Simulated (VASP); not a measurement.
# Ir (P6_3/mmc) in VASP: a series of runs

Aim: see how the results for Ir move with the level of theory and the settings. Levels: LDA, PBE, PBEsol, RPBE. Tasks: band structure.

All numbers are computed with VASP 6.6.1; they aren't measurements. Logs are shortened: lines on timing, memory, paths and dates and some standing lists are left out, and cuts for length are marked.

## Step 1: The crystal as given

The structure is hexagonal, space group P6_3/mmc (No. 194). Conventional cell: a = 2.751 Å, b = 2.751 Å, c = 4.462 Å, α = 90.00°, β = 90.00°, γ = 120.00°. Around Ir (site symmetry -6m2) lie 12 Ir at 2.74 to 2.75 Å.

This isn't the form of Ir at room conditions, which is fcc.

## Step 2: Band structure, LDA

INCAR reads:

```
SYSTEM = Ir
PREC = Accurate
ENCUT = 520
EDIFF = 1E-6
ISMEAR = -1
SIGMA = 0.05
LREAL = .FALSE.
LASPH = .TRUE.
NELM = 100
ALGO = Normal
ISIF = 2
LWAVE = .FALSE.
LCHARG = .FALSE.
LMAXMIX = 4
GGA = CA
NBANDS = 16
```

KPOINTS reads:

```
Automatic mesh
0
G
  11 11 6
  0 0 0
```

POSCAR reads:

```
Ir
1.0
    2.7513778946      0.0000000000      0.0000000000
   -1.3756889473      2.3827631521      0.0000000000
    0.0000000000      0.0000000000      4.4622900000
Ir
2
Direct
    0.3333333333      0.6666666667      0.2500000000
    0.6666666667      0.3333333333      0.7500000000
```

KPOINTS_OPT reads:

```
path GMKGALHA,LM,KH
10
line-mode
reciprocal
 0.0000000000  0.0000000000  0.0000000000  G
 0.5000000000  0.0000000000  0.0000000000  M

 0.5000000000  0.0000000000  0.0000000000  M
 0.3333333333  0.3333333333  0.0000000000  K

 0.3333333333  0.3333333333  0.0000000000  K
 0.0000000000  0.0000000000  0.0000000000  G

 0.0000000000  0.0000000000  0.0000000000  G
 0.0000000000  0.0000000000  0.5000000000  A

 0.0000000000  0.0000000000  0.5000000000  A
 0.5000000000  0.0000000000  0.5000000000  L

 0.5000000000  0.0000000000  0.5000000000  L
 0.3333333333  0.3333333333  0.5000000000  H

 0.3333333333  0.3333333333  0.5000000000  H
 0.0000000000  0.0000000000  0.5000000000  A

 0.5000000000  0.0000000000  0.5000000000  L
 0.5000000000  0.0000000000  0.0000000000  M

 0.3333333333  0.3333333333  0.0000000000  K
 0.3333333333  0.3333333333  0.5000000000  H
```

Potentials or basis: VASP PAW LDA potentials, release 64 (Ir).

Started as:

```console
> cat potpaw_LDA.64/Ir/POTCAR > POTCAR
> mpirun -np 1 vasp_std > vasp.out
```

OUTCAR:

```text
SYSTEM = Ir
   PREC = Accurate
   ENCUT = 520
   EDIFF = 1E-6
   ISMEAR = -1
   LREAL = .FALSE.
   LASPH = .TRUE.
   NELM = 100
   ISIF = 2
   GGA = CA

 ion  position               nearest neighbor table
   1  0.333  0.667  0.250-   2 2.74   2 2.74   2 2.74   2 2.74   2 2.74   2 2.74
   2  0.667  0.333  0.750-   1 2.74   1 2.74   1 2.74   1 2.74   1 2.74   1 2.74

  LATTYP: Found a hexagonal cell.
 ALAT       =     2.7513778946
 C/A-ratio  =     1.6218382828

  Lattice vectors:

 A1 = (   2.7513778946,   0.0000000000,   0.0000000000)
 A2 = (  -1.3756889473,   2.3827631521,   0.0000000000)
 A3 = (   0.0000000000,   0.0000000000,   4.4622900000)

Analysis of symmetry for initial positions (statically):
=====================================================================
 Subroutine PRICEL returns:
 Original cell was already a primitive cell.

 Routine SETGRP: Setting up the symmetry group for a
 hexagonal supercell.

 Subroutine GETGRP returns: Found 24 space group operations
 (whereof 12 operations were pure point group operations)
 out of a pool of 24 trial point group operations.

The static configuration has the point symmetry D_3d.
 The point group associated with its full space group is D_6h.

Analysis of symmetry for dynamics (positions and initial velocities):
=====================================================================
 Subroutine PRICEL returns:
 Original cell was already a primitive cell.

 Routine SETGRP: Setting up the symmetry group for a
 hexagonal supercell.

 Subroutine GETGRP returns: Found 24 space group operations
 (whereof 12 operations were pure point group operations)
 out of a pool of 24 trial point group operations.

The dynamic configuration has the point symmetry D_3d.
 The point group associated with its full space group is D_6h.

 Subroutine INISYM returns: Found 24 space group operations
 (whereof 12 operations are pure point group operations),
 and found     1 'primitive' translations

----------------------------------------------------------------------------------------

                                     Primitive cell

  volume of cell :      29.2542

  direct lattice vectors                    reciprocal lattice vectors
     2.751377895  0.000000000  0.000000000     0.363454254  0.209840411  0.000000000
    -1.375688947  2.382763152  0.000000000     0.000000000  0.419680823  0.000000000
     0.000000000  0.000000000  4.462290000     0.000000000  0.000000000  0.224100182

  length of vectors
     2.751377895  2.751377895  4.462290000     0.419680823  0.419680823  0.224100182

  position of ions in fractional coordinates (direct lattice)
     0.333333333  0.666666667  0.250000000
     0.666666667  0.333333333  0.750000000

  ion indices of the primitive-cell ions
   primitive index   ion index
                 1           1
                 2           2

----------------------------------------------------------------------------------------

 KPOINTS: Automatic mesh

Automatic generation of k-mesh.
 Grid dimensions read from file:
 generate k-points for:   11   11    6

 Generating k-lattice:

  Cartesian coordinates                     Fractional coordinates (reciprocal lattice)
     0.033041296  0.019076401  0.000000000     0.090909091 -0.000000000  0.000000000
     0.000000000  0.038152802  0.000000000     0.000000000  0.090909091  0.000000000
     0.000000000  0.000000000  0.037350030     0.000000000  0.000000000  0.166666667

  Length of vectors
     0.038152802  0.038152802  0.037350030

  Shift w.r.t. Gamma in fractional coordinates (k-lattice)
     0.000000000  0.000000000  0.000000000

 Subroutine IBZKPT returns following result:
 ===========================================

 Found     64 irreducible k-points:

 Following reciprocal coordinates:
            Coordinates               Weight
  0.000000  0.000000  0.000000      1.000000
  0.090909 -0.000000  0.000000      6.000000
  0.181818 -0.000000  0.000000      6.000000
  0.272727 -0.000000  0.000000      6.000000
  0.363636 -0.000000  0.000000      6.000000
[... 50 lines left out ...]
     16      27.7122      0.00000

 k-point     3 :       0.1818   -0.0000    0.0000
  band No.  band energies     occupation
      1       0.1549      2.00000
      2       2.9111      2.00000
      3       5.1701      2.00000
      4       5.8349      2.00000
      5       6.2109      2.00000
      6       6.9425      2.00000
[... 8 lines left out ...]
     15      26.9748      0.00000
     16      27.3720      0.00000

 k-point     4 :       0.2727   -0.0000    0.0000
  band No.  band energies     occupation
      1       1.3181      2.00000
      2       3.2090      2.00000
      3       4.6088      2.00000
      4       5.2114      2.00000
      5       6.0537      2.00000
      6       6.4793      2.00000
[... 8 lines left out ...]
     15      24.9714      0.00000
     16      25.4577      0.00000

 k-point     5 :       0.3636   -0.0000    0.0000
  band No.  band energies     occupation
      1       2.2511      2.00000
      2       2.9256      2.00000
      3       3.7434      2.00000
      4       5.7108      2.00000
      5       6.1128      2.00000
      6       6.5674      2.00000
[... 8 lines left out ...]
     15      22.8040      0.00000
     16      24.2471      0.00000

 k-point     6 :       0.4545   -0.0000    0.0000
  band No.  band energies     occupation
      1       2.5772      2.00000
      2       2.6980      2.00000
      3       3.2987      2.00000
      4       5.9140      2.00000
      5       6.3983      2.00000
      6       6.4543      2.00000
[... 8 lines left out ...]
     15      21.3840      0.00000
     16      21.4020      0.00000
[... 267 lines left out ...]
 k-point    21 :       0.3636   -0.0000    0.1667
  band No.  band energies     occupation
      1       2.1515      2.00000
      2       3.0167      2.00000
      3       4.0278      2.00000
      4       4.9907      2.00000
      5       6.3115      2.00000
      6       6.5482      2.00000
[... 8 lines left out ...]
     15      23.4389      0.00000
     16      23.8084      0.00000

 k-point    22 :       0.4545   -0.0000    0.1667
  band No.  band energies     occupation
      1       2.2650      2.00000
      2       2.7256      2.00000
      3       3.9179      2.00000
      4       4.9407      2.00000
      5       6.1380      2.00000
      6       6.9353      2.00000
[... 8 lines left out ...]
     15      22.1068      0.00000
     16      22.5797      0.00000

 k-point    23 :       0.0909    0.0909    0.1667
  band No.  band energies     occupation
      1       0.1579      2.00000
      2       2.7981      2.00000
      3       5.2847      2.00000
      4       5.6286      2.00000
      5       6.1578      2.00000
      6       6.6201      2.00000
[... 8 lines left out ...]
     15      26.7412      0.00000
     16      27.1834      0.00000

 k-point    24 :       0.1818    0.0909    0.1667
  band No.  band energies     occupation
      1       1.1485      2.00000
      2       3.4821      2.00000
      3       4.7174      2.00000
      4       4.9375      2.00000
      5       5.8865      2.00000
      6       6.4874      2.00000
[... 8 lines left out ...]
     15      24.9556      0.00000
     16      26.3781      0.00000

 [... further k-points ...]
[... 5 lines left out ...]
  --------------------------------------------------------------------------------------
  -------------------------------------------------------------------------------------
  Total       -2.8460453     -2.8460453     -2.9498839     -0.0000000      0.0000000     -0.0000000
  in kB     -155.8703368   -155.8703368   -161.5573046     -0.0000000      0.0000000     -0.0000000
  external PRESSURE =    -157.7659927 kB  Pullay stress =       0.0000000 kB

 VOLUME and BASIS-vectors are now :
 -----------------------------------------------------------------------------
  energy-cutoff  :      520.00
  volume of cell :       29.25
      direct lattice vectors                 reciprocal lattice vectors
     2.751377895  0.000000000  0.000000000     0.363454254  0.209840411  0.000000000
    -1.375688947  2.382763152  0.000000000     0.000000000  0.419680823  0.000000000
     0.000000000  0.000000000  4.462290000     0.000000000  0.000000000  0.224100182

 POSITION                                       TOTAL-FORCE (eV/Angst)
 -----------------------------------------------------------------------------------
     -0.00000      1.58851      1.11557         0.000000     -0.000000      0.000000
      1.37569      0.79425      3.34672        -0.000000      0.000000      0.000000
 -----------------------------------------------------------------------------------
    total drift:                                0.000000     -0.000000     -0.000000

  FREE ENERGIE OF THE ION-ELECTRON SYSTEM (eV)
  ---------------------------------------------------
  free  energy   TOTEN  =       -20.4150465032 eV

  energy  without entropy=      -20.3892305767  energy(sigma->0) =      -20.40213854
```

Run time: 24 s. Hardware: 1 thread of Intel Xeon Platinum 8488C (Sapphire Rapids), shared host; peak memory 0.16 GiB.

What came out:

- Free energy: -20.4150 eV
- Pressure: -15.8 GPa
- Band gap along the path: none (metal or under the smearing width)

Stress tensor (GPa, compression positive):
```
-15.59   0.00   0.00
  0.00 -15.59   0.00
  0.00   0.00 -16.16
```

Levels at the corners of the path, in eV from the Fermi level:
| point | band 5 | band 6 | band 7 | band 8 | band 9 | band 10 | band 11 | band 12 |
| --- | --- | --- | --- | --- | --- | --- | --- | --- |
| Γ | -3.66 | -3.03 | -3.03 | -2.27 | -2.27 | -0.67 | 0.27 | 0.27 |
| M | -3.39 | -3.27 | -2.85 | 0.69 | 0.93 | 1.09 | 2.87 | 4.29 |
| M | -3.39 | -3.27 | -2.85 | 0.69 | 0.93 | 1.09 | 2.87 | 4.29 |
| K | -4.03 | -4.03 | -2.29 | -0.03 | -0.03 | 0.31 | 4.40 | 4.40 |
| K | -4.03 | -4.03 | -2.29 | -0.03 | -0.03 | 0.31 | 4.40 | 4.40 |
| Γ | -3.66 | -3.03 | -3.03 | -2.27 | -2.27 | -0.67 | 0.27 | 0.27 |
| Γ | -3.66 | -3.03 | -3.03 | -2.27 | -2.27 | -0.67 | 0.27 | 0.27 |
| A | -3.77 | -3.77 | -3.77 | -3.77 | -0.44 | -0.44 | -0.44 | -0.44 |
| A | -3.77 | -3.77 | -3.77 | -3.77 | -0.44 | -0.44 | -0.44 | -0.44 |
| L | -2.03 | -2.03 | -0.87 | -0.87 | 0.93 | 0.93 | 2.01 | 2.01 |
| L | -2.03 | -2.03 | -0.87 | -0.87 | 0.93 | 0.93 | 2.01 | 2.01 |
| H | -3.95 | -3.95 | -2.28 | -2.28 | 0.31 | 0.31 | 6.99 | 6.99 |
| H | -3.95 | -3.95 | -2.28 | -2.28 | 0.31 | 0.31 | 6.99 | 6.99 |
| A | -3.77 | -3.77 | -3.77 | -3.77 | -0.44 | -0.44 | -0.44 | -0.44 |
| L | -2.03 | -2.03 | -0.87 | -0.87 | 0.93 | 0.93 | 2.01 | 2.01 |
| M | -3.39 | -3.27 | -2.85 | 0.69 | 0.93 | 1.09 | 2.87 | 4.29 |
| K | -4.03 | -4.03 | -2.29 | -0.03 | -0.03 | 0.31 | 4.40 | 4.40 |
| H | -3.95 | -3.95 | -2.28 | -2.28 | 0.31 | 0.31 | 6.99 | 6.99 |

Caveat: spin-orbit coupling is left out, which moves the levels of the heavy elements.

## Step 3: Band structure, PBE

Edit INCAR of step 2 so:

```diff
@@ -14,3 +14,3 @@
 LMAXMIX = 4
-GGA = CA
+GGA = PE
 NBANDS = 16
```

KPOINTS is that of step 2.

POSCAR is that of step 2.

KPOINTS_OPT is that of step 2.

Potentials or basis: VASP PAW PBE potentials, release 64 (Ir).

Started as:

```console
> cat potpaw_PBE.64/Ir/POTCAR > POTCAR
> mpirun -np 1 vasp_std > vasp.out
```

Wall time 24 s (1 thread of Intel Xeon Platinum 8488C (Sapphire Rapids), shared host); peak memory 0.17 GiB.

It converged, with:

- Free energy: -17.5361 eV
- Pressure: -0.8 GPa
- Band gap along the path: none (metal or under the smearing width)

Stress tensor (GPa, compression positive):
```
-0.72  0.00  0.00
 0.00 -0.72  0.00
 0.00  0.00 -1.08
```

Levels at the corners of the path, in eV from the Fermi level:
```
point  band 5  band 6  band 7  band 8  band 9  band 10  band 11  band 12
    Γ   -3.64   -3.02   -3.02   -2.26   -2.26    -0.72     0.27     0.27
    M   -3.39   -3.29   -2.84    0.69    0.93     1.08     2.85     4.27
    M   -3.39   -3.29   -2.84    0.69    0.93     1.08     2.85     4.27
    K   -4.03   -4.03   -2.29   -0.03   -0.03     0.30     4.42     4.42
    K   -4.03   -4.03   -2.29   -0.03   -0.03     0.30     4.42     4.42
    Γ   -3.64   -3.02   -3.02   -2.26   -2.26    -0.72     0.27     0.27
    Γ   -3.64   -3.02   -3.02   -2.26   -2.26    -0.72     0.27     0.27
    A   -3.76   -3.76   -3.76   -3.76   -0.44    -0.44    -0.44    -0.44
    A   -3.76   -3.76   -3.76   -3.76   -0.44    -0.44    -0.44    -0.44
    L   -2.02   -2.02   -0.89   -0.89    0.92     0.92     1.98     1.98
    L   -2.02   -2.02   -0.89   -0.89    0.92     0.92     1.98     1.98
    H   -3.96   -3.96   -2.27   -2.27    0.31     0.31     6.96     6.96
    H   -3.96   -3.96   -2.27   -2.27    0.31     0.31     6.96     6.96
    A   -3.76   -3.76   -3.76   -3.76   -0.44    -0.44    -0.44    -0.44
    L   -2.02   -2.02   -0.89   -0.89    0.92     0.92     1.98     1.98
    M   -3.39   -3.29   -2.84    0.69    0.93     1.08     2.85     4.27
    K   -4.03   -4.03   -2.29   -0.03   -0.03     0.30     4.42     4.42
    H   -3.96   -3.96   -2.27   -2.27    0.31     0.31     6.96     6.96
```

Caveat: spin-orbit coupling is left out, which moves the levels of the heavy elements.

## Step 4: Band structure, PBEsol

Edit INCAR of step 3 so:

```diff
@@ -14,3 +14,3 @@
 LMAXMIX = 4
-GGA = PE
+GGA = PS
 NBANDS = 16
```

KPOINTS is that of step 3.

POSCAR is that of step 3.

KPOINTS_OPT is that of step 3.

Started as:

```console
> cat potpaw_PBE.64/Ir/POTCAR > POTCAR
> mpirun -np 1 vasp_std > vasp.out
```

Run time: 23 s. Hardware: 1 thread of Intel Xeon Platinum 8488C (Sapphire Rapids), shared host; peak memory 0.17 GiB.

Results (log left out):

* Free energy: -19.4340 eV
* Pressure: -11.6 GPa
* Band gap along the path: none (metal or under the smearing width)

Stress tensor (GPa, compression positive):
```
-11.45   0.00   0.00
  0.00 -11.45   0.00
  0.00   0.00 -11.92
```

Levels at the corners of the path, in eV from the Fermi level:
```csv
point,band 5,band 6,band 7,band 8,band 9,band 10,band 11,band 12
Γ,-3.65,-3.02,-3.02,-2.26,-2.26,-0.78,0.28,0.28
M,-3.41,-3.33,-2.85,0.69,0.93,1.09,2.84,4.25
M,-3.41,-3.33,-2.85,0.69,0.93,1.09,2.84,4.25
K,-4.04,-4.04,-2.30,-0.03,-0.03,0.31,4.37,4.37
K,-4.04,-4.04,-2.30,-0.03,-0.03,0.31,4.37,4.37
Γ,-3.65,-3.02,-3.02,-2.26,-2.26,-0.78,0.28,0.28
Γ,-3.65,-3.02,-3.02,-2.26,-2.26,-0.78,0.28,0.28
A,-3.77,-3.77,-3.77,-3.77,-0.44,-0.44,-0.44,-0.44
A,-3.77,-3.77,-3.77,-3.77,-0.44,-0.44,-0.44,-0.44
L,-2.02,-2.02,-0.92,-0.92,0.93,0.93,1.96,1.96
L,-2.02,-2.02,-0.92,-0.92,0.93,0.93,1.96,1.96
H,-3.98,-3.98,-2.27,-2.27,0.31,0.31,6.93,6.93
H,-3.98,-3.98,-2.27,-2.27,0.31,0.31,6.93,6.93
A,-3.77,-3.77,-3.77,-3.77,-0.44,-0.44,-0.44,-0.44
L,-2.02,-2.02,-0.92,-0.92,0.93,0.93,1.96,1.96
M,-3.41,-3.33,-2.85,0.69,0.93,1.09,2.84,4.25
K,-4.04,-4.04,-2.30,-0.03,-0.03,0.31,4.37,4.37
H,-3.98,-3.98,-2.27,-2.27,0.31,0.31,6.93,6.93
```

Caveat: the PAW data sets were made with another functional, which shifts forces and pressure a little; spin-orbit coupling is left out, which moves the levels of the heavy elements.

## Step 5: Band structure, RPBE

Edit INCAR of step 4 so:

```diff
@@ -14,3 +14,3 @@
 LMAXMIX = 4
-GGA = PS
+GGA = RP
 NBANDS = 16
```

KPOINTS is that of step 4.

POSCAR is that of step 4.

KPOINTS_OPT is that of step 4.

Started as:

```console
> cat potpaw_PBE.64/Ir/POTCAR > POTCAR
> mpirun -np 1 vasp_std > vasp.out
```

It took 24 s on 1 thread of Intel Xeon Platinum 8488C (Sapphire Rapids), shared host; peak memory 0.17 GiB.

It converged, with:

```yaml
Free_energy: -16.2164 eV
Pressure: 3.1 GPa
Band_gap_along_the_path: none (metal or under the smearing width)
```

Stress tensor (GPa, compression positive):
```
3.24 0.00 0.00
0.00 3.24 0.00
0.00 0.00 2.93
```

Levels at the corners of the path, in eV from the Fermi level:
```tsv
point	band 4	band 5	band 6	band 7	band 8	band 9	band 10	band 11	band 12	band 13
Γ	-3.63	-3.63	-3.01	-3.01	-2.25	-2.25	-0.71	0.27	0.27	6.82
M	-3.92	-3.39	-3.28	-2.83	0.69	0.92	1.08	2.85	4.28	8.10
M	-3.92	-3.39	-3.28	-2.83	0.69	0.92	1.08	2.85	4.28	8.10
K	-4.88	-4.02	-4.02	-2.29	-0.03	-0.03	0.30	4.44	4.44	5.92
K	-4.88	-4.02	-4.02	-2.29	-0.03	-0.03	0.30	4.44	4.44	5.92
Γ	-3.63	-3.63	-3.01	-3.01	-2.25	-2.25	-0.71	0.27	0.27	6.82
Γ	-3.63	-3.63	-3.01	-3.01	-2.25	-2.25	-0.71	0.27	0.27	6.82
A	-4.20	-3.75	-3.75	-3.75	-3.75	-0.44	-0.44	-0.44	-0.44	13.57
A	-4.20	-3.75	-3.75	-3.75	-3.75	-0.44	-0.44	-0.44	-0.44	13.57
L	-5.69	-2.02	-2.02	-0.89	-0.89	0.92	0.92	1.99	1.99	7.43
L	-5.69	-2.02	-2.02	-0.89	-0.89	0.92	0.92	1.99	1.99	7.43
H	-5.19	-3.95	-3.95	-2.26	-2.26	0.31	0.31	6.96	6.96	7.62
H	-5.19	-3.95	-3.95	-2.26	-2.26	0.31	0.31	6.96	6.96	7.62
A	-4.20	-3.75	-3.75	-3.75	-3.75	-0.44	-0.44	-0.44	-0.44	13.57
L	-5.69	-2.02	-2.02	-0.89	-0.89	0.92	0.92	1.99	1.99	7.43
M	-3.92	-3.39	-3.28	-2.83	0.69	0.92	1.08	2.85	4.28	8.10
K	-4.88	-4.02	-4.02	-2.29	-0.03	-0.03	0.30	4.44	4.44	5.92
H	-5.19	-3.95	-3.95	-2.26	-2.26	0.31	0.31	6.96	6.96	7.62
```

Caveat: the PAW data sets were made with another functional, which shifts forces and pressure a little; spin-orbit coupling is left out, which moves the levels of the heavy elements.

## Step 6: The reference run

An earlier run on the cell as given: functional PBEsol; potentials or basis VASP PAW PBE potentials, release 64 (Ir); cutoff 520 eV; k mesh 11 × 11 × 6; occupations fermi-dirac, width 0.05 eV; no spin polarisation.

* Pressure: -11.6 GPa
* Band gap on the k mesh: none (metal or under the smearing width)

## Step 7: The runs side by side

```csv
task,level,potentials or basis,ladder,pressure (GPa)
band structure,LDA,"VASP PAW LDA potentials, release 64 (Ir)",-,-15.8
band structure,PBE,"VASP PAW PBE potentials, release 64 (Ir)",-,-0.8
band structure,PBEsol,"VASP PAW PBE potentials, release 64 (Ir)",-,-11.6
band structure,RPBE,"VASP PAW PBE potentials, release 64 (Ir)",-,3.1
single point,PBEsol,"VASP PAW PBE potentials, release 64 (Ir)",free,-11.6
```

Alike in all rows: no spin polarisation; cell as given; k mesh 11 × 11 × 6; cutoff (eV) 520; smearing fermi-dirac 0.05 eV.

Caveats: spin-orbit coupling is left out, which moves the levels of the heavy elements (some runs); the PAW data sets were made with another functional, which shifts forces and pressure a little (some runs).

Absolute energies hang on the potentials; compare differences alone.
